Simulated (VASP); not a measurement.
# MnO (Fm-3m) in VASP: notebook

The runs below take MnO through equation of state, with LDA.

All numbers are computed with VASP 6.6.1; they aren't measurements. Logs are shortened: lines on timing, memory, paths and dates and some standing lists are left out, and cuts for length are marked.

## (1) Starting point

Symmetry: Fm-3m, No. 225, cubic system. Conventional cell: a = 4.191 Å, b = 4.191 Å, c = 4.191 Å, α = 90.00°, β = 90.00°, γ = 90.00°. Mn (site symmetry m-3m) is surrounded by 6 O at 2.10 Å. Around O (site symmetry m-3m) lie 6 Mn at 2.10 Å.

The cell is a database's computed one.

## (2) Equation of state, LDA, collinear spin, ferromagnetic start, 8.83 Å³/atom (a relaxed cell with its volume scaled by 0.96)

The input, INCAR:

```
SYSTEM = MnO
PREC = Accurate
ENCUT = 520
EDIFF = 1E-6
ISMEAR = -1
SIGMA = 0.05
LREAL = .FALSE.
LASPH = .TRUE.
NELM = 150
ALGO = Normal
ISIF = 2
LWAVE = .FALSE.
LCHARG = .FALSE.
ISPIN = 2
MAGMOM = 4 0
LORBIT = 11
LMAXMIX = 4
GGA = CA
```

The input, KPOINTS:

```
regular mesh
0
G
  8 8 8
  0 0 0
```

The input, POSCAR:

```
MnO                                     
1.0
    0.0000000000      2.0670183598      2.0670183598
    2.0670183598     -0.0000000000      2.0670183598
    2.0670183598      2.0670183598     -0.0000000000
  Mn              O             
     1     1
Direct
     0.0000000000000000    0.0000000000000000    0.0000000000000000
     0.5000000000000000    0.5000000000000000    0.5000000000000000
```

Potentials or basis: VASP PAW LDA potentials, release 64 (Mn_pv, O).

Run with:

```console
cat potpaw_LDA.64/Mn_pv/POTCAR potpaw_LDA.64/O/POTCAR > POTCAR
mpirun -np 1 vasp_std > vasp.out
```

OUTCAR:

```text
SYSTEM = MnO
   PREC = Accurate
   ENCUT = 520
   EDIFF = 1E-6
   ISMEAR = -1
   LREAL = .FALSE.
   LASPH = .TRUE.
   NELM = 150
   ISIF = 2
   ISPIN = 2
   LORBIT = 11
   GGA = CA

 ion  position               nearest neighbor table
   1  0.000  0.000  0.000-   2 2.07   2 2.07   2 2.07   2 2.07   2 2.07   2 2.07
   2  0.500  0.500  0.500-   1 2.07   1 2.07   1 2.07   1 2.07   1 2.07   1 2.07

  LATTYP: Found a face centered cubic cell.
 ALAT       =     4.1340367196

  Lattice vectors:

 A1 = (   0.0000000000,   2.0670183598,   2.0670183598)
 A2 = (   2.0670183598,   0.0000000000,   2.0670183598)
 A3 = (   2.0670183598,   2.0670183598,   0.0000000000)

Analysis of symmetry for initial positions (statically):
=====================================================================
 Subroutine PRICEL returns:
 Original cell was already a primitive cell.

 Routine SETGRP: Setting up the symmetry group for a
 face centered cubic supercell.

 Subroutine GETGRP returns: Found 48 space group operations
 (whereof 48 operations were pure point group operations)
 out of a pool of 48 trial point group operations.

The static configuration has the point symmetry O_h .

Analysis of symmetry for dynamics (positions and initial velocities):
=====================================================================
 Subroutine PRICEL returns:
 Original cell was already a primitive cell.

 Routine SETGRP: Setting up the symmetry group for a
 face centered cubic supercell.

 Subroutine GETGRP returns: Found 48 space group operations
 (whereof 48 operations were pure point group operations)
 out of a pool of 48 trial point group operations.

The dynamic configuration has the point symmetry O_h .

Analysis of structural, dynamic, and magnetic symmetry:
=====================================================================
 Subroutine PRICEL returns:
 Original cell was already a primitive cell.

 Routine SETGRP: Setting up the symmetry group for a
 face centered cubic supercell.

 Subroutine GETGRP returns: Found 48 space group operations
 (whereof 48 operations were pure point group operations)
 out of a pool of 48 trial point group operations.

The overall configuration has the point symmetry O_h .

 Subroutine INISYM returns: Found 48 space group operations
 (whereof 48 operations are pure point group operations),
 and found     1 'primitive' translations

----------------------------------------------------------------------------------------

                                     Primitive cell

  volume of cell :      17.6629

  direct lattice vectors                    reciprocal lattice vectors
     0.000000000  2.067018360  2.067018360    -0.241894320  0.241894320  0.241894320
     2.067018360  0.000000000  2.067018360     0.241894320 -0.241894320  0.241894320
     2.067018360  2.067018360  0.000000000     0.241894320  0.241894320 -0.241894320

  length of vectors
     2.923205398  2.923205398  2.923205398     0.418973252  0.418973252  0.418973252

  position of ions in fractional coordinates (direct lattice)
     0.000000000  0.000000000  0.000000000
     0.500000000  0.500000000  0.500000000

  ion indices of the primitive-cell ions
   primitive index   ion index
                 1           1
                 2           2

----------------------------------------------------------------------------------------

 KPOINTS: regular mesh

Automatic generation of k-mesh.
 Grid dimensions read from file:
 generate k-points for:    8    8    8

 Generating k-lattice:

  Cartesian coordinates                     Fractional coordinates (reciprocal lattice)
    -0.030236790  0.030236790  0.030236790     0.125000000  0.000000000  0.000000000
     0.030236790 -0.030236790  0.030236790     0.000000000  0.125000000  0.000000000
     0.030236790  0.030236790 -0.030236790     0.000000000  0.000000000  0.125000000

  Length of vectors
     0.052371656  0.052371656  0.052371656

  Shift w.r.t. Gamma in fractional coordinates (k-lattice)
     0.000000000  0.000000000  0.000000000

 Subroutine IBZKPT returns following result:
 ===========================================

 Found     29 irreducible k-points:

[... 36 lines left out ...]
   PREC   = accura    normal or accurate (medium, high low for compatibility)
   ISTART =      0    job   : 0-new  1-cont  2-samecut
   ICHARG =      2    charge: 1-file 2-atom 10-const
   ISPIN  =      2    spin polarized calculation?
   LNONCOLLINEAR =      F non collinear calculations
   LSORBIT =      F    spin-orbit coupling
   LASPH  =      T    aspherical Exc in radial PAW
   ENCUT  =  520.0 eV  38.22 Ry    6.18 a.u.   5.44  5.44  5.44*2*pi/ulx,y,z
   NELM   =    150;   NELMIN=  2; NELMDL= -5     # of ELM steps
   EDIFF  = 0.1E-05   stopping-criterion for ELM
   LREAL  =      F    real-space projection
   EDIFFG = 0.1E-04   stopping-criterion for IOM
   NSW    =      0    number of steps for IOM
   IBRION =     -1    ionic relax: 0-MD 1-quasi-New 2-CG
   NFREE  =      0    steps in history (QN), initial steepest desc. (CG)
   ISIF   =      2    stress and relaxation
   ISYM   =      2    0-nonsym 1-usesym 2-fastsym
   POTIM  = 0.5000    time-step for ionic-motion
   TEBEG  =    0.0;   TEEND  =   0.0 temperature during run
   PSTRESS=    0.0 pullay stress
   NELECT =      19.0000    total number of electrons
   NUPDOWN=      -1.0000    fix difference up-down
   EMIN   =  10.00;   EMAX   =-10.00  energy-range for DOS
   EFERMI =   0.00;   METHOD = LEGACY
   ISMEAR =    -1;   SIGMA  =   0.05  broadening in eV -4-tet -1-fermi 0-gaus
   EFERMI_NEDOS =   21; number of points for ismear=-14 and -15
   IALGO  =     38    algorithm
   IMIX   =      4    mixing-type and parameters
     AMIX     =   0.40;   BMIX     =  1.00
     AMIX_MAG =   1.60;   BMIX_MAG =  1.00
  volume/ion in A,a.u.               =       8.83        59.60
  Fermi-wavevector in a.u.,A,eV,Ry     =   1.677407  3.169839 38.282619  2.813693
  Thomas-Fermi vector in A             =   2.761678
   LORBIT       =     11    0 simple, 1 ext, 2 COOP (PROOUT), +10 PAW based schemes
   GGA     = CA    functional components
   LHFCALC =     F    Hartree Fock is set to
   AEXX    =    0.0000 exact exchange contribution
   IVDW    =     0    specifies the selected vdW correction
   LEPSILON=     F    determine dielectric tensor
   LRPA    =     F    only Hartree local field effects (RPA)
 spin polarized calculation
  energy-cutoff  :      520.00
  volume of cell :       17.66
 maximum number of plane-waves:       531
 NGX is ok and might be reduce to    24
   NGX = 11   NGY = 11   NGZ = 11

 number of electron      19.0000010 magnetization       3.6725014

 Free energy of the ion-electron system (eV)
  ---------------------------------------------------
  ext. energy  EPLUGINS =         0.00000000
  ---------------------------------------------------
  free energy    TOTEN  =       -17.79097693 eV

  energy without entropy =      -17.78067191  energy(sigma->0) =      -17.78582442

 E-fermi :  10.0391     XC(G=0): -13.6865

 val. band max:        9.9926306005   @ k =  -0.1250   0.1250   0.0000
 cond. band min:      10.2159665765   @ k =  -0.3750   0.1250   0.0000
 fundamental gap:      0.2233359759
 Fermi energy:        10.0391232071

 spin component 1

 k-point     1 :       0.0000    0.0000    0.0000
  band No.  band energies     occupation
      1     -39.4330      1.00000
      2     -39.4330      1.00000
      3     -39.4330      1.00000
      4     -11.9380      1.00000
      5       5.2363      1.00000
      6       5.2363      1.00000
      7       5.2363      1.00000
      8       6.9232      1.00000
      9       6.9232      1.00000
     10       6.9232      1.00000
     11       7.5992      1.00000
     12       7.5992      1.00000
     13      11.0435      0.00000
     14      24.8266      0.00000
[... 403 lines left out ...]
      4     -10.3697      1.00000
      5       0.7265      1.00000
      6       2.3138      1.00000
      7       2.6955      1.00000
      8       7.9462      1.00000
      9       8.1739      1.00000
     10       8.6850      1.00000
     11       9.9364      0.88635
     12      10.6463      0.00001
     13      16.8090      0.00000
     14      19.5658      0.00000
     15      21.2848      0.00000

 [... further k-points ...]

 spin component 2

 k-point     1 :       0.0000    0.0000    0.0000
  band No.  band energies     occupation
      1     -36.0366      1.00000
      2     -36.0366      1.00000
      3     -36.0366      1.00000
      4     -11.5623      1.00000
      5       5.5748      1.00000
      6       5.5748      1.00000
      7       5.5748      1.00000
      8       9.6266      0.99974
      9       9.6266      0.99974
     10       9.6266      0.99974
     11      10.4508      0.00027
     12      10.4508      0.00027
     13      11.8101      0.00000
     14      25.2668      0.00000
[... 403 lines left out ...]
      4     -10.0090      1.00000
      5       1.3686      1.00000
      6       3.0499      1.00000
      7       3.5214      1.00000
      8      10.6986      0.00000
      9      10.8999      0.00000
     10      11.6280      0.00000
     11      12.5909      0.00000
     12      13.2423      0.00000
     13      17.7485      0.00000
     14      20.5928      0.00000
     15      22.3419      0.00000

 [... further k-points ...]

------------------------ aborting loop because EDIFF is reached ----------------------------------------

  FORCE on cell =-STRESS in cart. coord.  units (eV):
  Direction    XX          YY          ZZ          XY          YZ          ZX
  --------------------------------------------------------------------------------------
  -------------------------------------------------------------------------------------
  Total        0.9096453      0.9096453      0.9096453     -0.0000000      0.0000000      0.0000000
  in kB       82.5124817     82.5124817     82.5124817     -0.0000000      0.0000000      0.0000000
  external PRESSURE =      82.5124817 kB  Pullay stress =       0.0000000 kB

 VOLUME and BASIS-vectors are now :
 -----------------------------------------------------------------------------
  energy-cutoff  :      520.00
  volume of cell :       17.66
      direct lattice vectors                 reciprocal lattice vectors
     0.000000000  2.067018360  2.067018360    -0.241894320  0.241894320  0.241894320
     2.067018360  0.000000000  2.067018360     0.241894320 -0.241894320  0.241894320
     2.067018360  2.067018360  0.000000000     0.241894320  0.241894320 -0.241894320

 POSITION                                       TOTAL-FORCE (eV/Angst)
 -----------------------------------------------------------------------------------
      0.00000      0.00000      0.00000         0.000000     -0.000000      0.000000
      2.06702      2.06702      2.06702        -0.000000      0.000000      0.000000
 -----------------------------------------------------------------------------------
    total drift:                                0.000000     -0.000000     -0.000000

  FREE ENERGIE OF THE ION-ELECTRON SYSTEM (eV)
  ---------------------------------------------------
  free  energy   TOTEN  =       -17.7909769305 eV

  energy  without entropy=      -17.7806719113  energy(sigma->0) =      -17.78582442

 total charge

# of ion       s       p       d       tot
------------------------------------------
    1        0.246   6.259   5.177  11.681
    2        1.552   3.463   0.000   5.016
--------------------------------------------------
tot          1.799   9.722   5.177  16.697

 magnetization (x)

# of ion       s       p       d       tot
------------------------------------------
    1        0.024   0.018   3.370   3.412
    2        0.030   0.102   0.000   0.132
--------------------------------------------------
tot          0.055   0.120   3.370   3.545
```

Run time: 16 s. Hardware: 1 thread of Intel Xeon Platinum 8259CL at 2.50GHz (Skylake/Cascade Lake), shared host; peak memory 0.14 GiB.

Results:

- Free energy: -17.7910 eV
- Pressure: 8.3 GPa
- Band gap on the k mesh: none (metal or under the smearing width)
- Net moment: 3.67 μB per cell
- Site moments: Mn +3.41; O +0.13 μB
- Valence electrons inside the program's atomic spheres: Mn 11.68; O 5.02

Caveat: a cell with one magnetic atom can't hold antiferromagnetic order, which such compounds often take; semilocal functionals often make such compounds metallic where correlation or magnetic order opens a gap, which also shifts bond lengths.

## (3) Equation of state, LDA, collinear spin, ferromagnetic start, 9.02 Å³/atom (a relaxed cell with its volume scaled by 0.98)

INCAR is that of step 2.

KPOINTS is that of step 2.

The input, POSCAR:

```
MnO                                     
1.0
    0.0000000000      2.0812741093      2.0812741093
    2.0812741093     -0.0000000000      2.0812741093
    2.0812741093      2.0812741093     -0.0000000000
  Mn              O             
     1     1
Direct
     0.0000000000000000    0.0000000000000000    0.0000000000000000
     0.5000000000000000    0.5000000000000000    0.5000000000000000
```

Potentials or basis: VASP PAW LDA potentials, release 64 (Mn_pv, O).

Run with:

```console
cat potpaw_LDA.64/Mn_pv/POTCAR potpaw_LDA.64/O/POTCAR > POTCAR
mpirun -np 1 vasp_std > vasp.out
```

Run time: 17 s. Hardware: 1 thread of Intel Xeon Platinum 8259CL at 2.50GHz (Skylake/Cascade Lake), shared host; peak memory 0.14 GiB.

The run converged. Its results:

| Property | Result |
| --- | --- |
| Free energy | -17.8053 eV |
| Pressure | 3.9 GPa |
| Band gap on the k mesh | none (metal or under the smearing width) |
| Net moment | 3.74 μB per cell |
| Site moments | Mn +3.47; O +0.13 μB |
| Valence electrons inside the program's atomic spheres | Mn 11.65; O 5.00 |

Caveat: a cell with one magnetic atom can't hold antiferromagnetic order, which such compounds often take; semilocal functionals often make such compounds metallic where correlation or magnetic order opens a gap, which also shifts bond lengths.

## (4) Equation of state, LDA, collinear spin, ferromagnetic start, 9.20 Å³/atom

INCAR is that of step 3.

KPOINTS is that of step 3.

The input, POSCAR:

```
MnO                                     
1.0
    0.0000000000      2.0953371988      2.0953371988
    2.0953371988     -0.0000000000      2.0953371988
    2.0953371988      2.0953371988     -0.0000000000
  Mn              O             
     1     1
Direct
     0.0000000000000000    0.0000000000000000    0.0000000000000000
     0.5000000000000000    0.5000000000000000    0.5000000000000000
```

Run with:

```console
cat potpaw_LDA.64/Mn_pv/POTCAR potpaw_LDA.64/O/POTCAR > POTCAR
mpirun -np 1 vasp_std > vasp.out
```

Run time: 17 s. Hardware: 1 thread of Intel Xeon Platinum 8259CL at 2.50GHz (Skylake/Cascade Lake), shared host; peak memory 0.14 GiB.

The run converged. Its results:

| Quantity | Value |
| --- | --- |
| Free energy | -17.8104 eV |
| Pressure | 0.2 GPa |
| Band gap on the k mesh | none (metal or under the smearing width) |
| Net moment | 3.80 μB per cell |
| Site moments | Mn +3.53; O +0.13 μB |
| Valence electrons inside the program's atomic spheres | Mn 11.61; O 5.00 |

Caveat: a cell with one magnetic atom can't hold antiferromagnetic order, which such compounds often take; semilocal functionals often make such compounds metallic where correlation or magnetic order opens a gap, which also shifts bond lengths.

## (5) Equation of state, LDA, collinear spin, ferromagnetic start, 9.38 Å³/atom (a relaxed cell with its volume scaled by 1.02)

INCAR is that of step 4.

KPOINTS is that of step 4.

The input, POSCAR:

```
MnO                                     
1.0
    0.0000000000      2.1092140085      2.1092140085
    2.1092140085     -0.0000000000      2.1092140085
    2.1092140085      2.1092140085     -0.0000000000
  Mn              O             
     1     1
Direct
     0.0000000000000000    0.0000000000000000    0.0000000000000000
     0.5000000000000000    0.5000000000000000    0.5000000000000000
```

Run with:

```console
cat potpaw_LDA.64/Mn_pv/POTCAR potpaw_LDA.64/O/POTCAR > POTCAR
mpirun -np 1 vasp_std > vasp.out
```

It took 16 s on 1 thread of Intel Xeon Platinum 8259CL at 2.50GHz (Skylake/Cascade Lake), shared host; peak memory 0.14 GiB.

The run converged. Its results:

| Item | Value |
| --- | --- |
| Free energy | -17.8079 eV |
| Pressure | -2.8 GPa |
| Band gap on the k mesh | none (metal or under the smearing width) |
| Net moment | 3.88 μB per cell |
| Site moments | Mn +3.59; O +0.14 μB |
| Valence electrons inside the program's atomic spheres | Mn 11.58; O 4.99 |

Caveat: a cell with one magnetic atom can't hold antiferromagnetic order, which such compounds often take; semilocal functionals often make such compounds metallic where correlation or magnetic order opens a gap, which also shifts bond lengths.

## (6) Equation of state, LDA, collinear spin, ferromagnetic start, 9.57 Å³/atom (a relaxed cell with its volume scaled by 1.04)

INCAR is that of step 5.

KPOINTS is that of step 5.

The input, POSCAR:

```
MnO                                     
1.0
    0.0000000000      2.1229105871      2.1229105871
    2.1229105871     -0.0000000000      2.1229105871
    2.1229105871      2.1229105871     -0.0000000000
  Mn              O             
     1     1
Direct
     0.0000000000000000    0.0000000000000000    0.0000000000000000
     0.5000000000000000    0.5000000000000000    0.5000000000000000
```

Potentials or basis: VASP PAW LDA potentials, release 64 (Mn_pv, O).

Run with:

```console
cat potpaw_LDA.64/Mn_pv/POTCAR potpaw_LDA.64/O/POTCAR > POTCAR
mpirun -np 1 vasp_std > vasp.out
```

Run time: 17 s. Hardware: 1 thread of Intel Xeon Platinum 8259CL at 2.50GHz (Skylake/Cascade Lake), shared host; peak memory 0.14 GiB.

It converged, with:

| Property | Result |
| --- | --- |
| Free energy | -17.7987 eV |
| Pressure | -5.7 GPa |
| Band gap on the k mesh | none (metal or under the smearing width) |
| Net moment | 3.95 μB per cell |
| Site moments | Mn +3.65; O +0.14 μB |
| Valence electrons inside the program's atomic spheres | Mn 11.55; O 4.98 |

Caveat: a cell with one magnetic atom can't hold antiferromagnetic order, which such compounds often take; semilocal functionals often make such compounds metallic where correlation or magnetic order opens a gap, which also shifts bond lengths.

## (7) Equation of state, LDA, collinear spin, ferromagnetic start

Potentials or basis: VASP PAW LDA potentials, release 64 (Mn_pv, O).

No new run: the results of the series are fitted here.

What came out:

```
Equilibrium volume : 9.23 Å³/atom (rough: see the caveat)
Bulk modulus       : 165 GPa (rough)
```

Energy against volume, from the lowest point:
```tsv
volume (Å³/atom)	energy (meV/atom)
8.831	9.71
9.015	2.54
9.199	0.00
9.383	1.23
9.567	5.85
```

Caveat: the fit is doubtful: noisy points or a state that changes with volume.
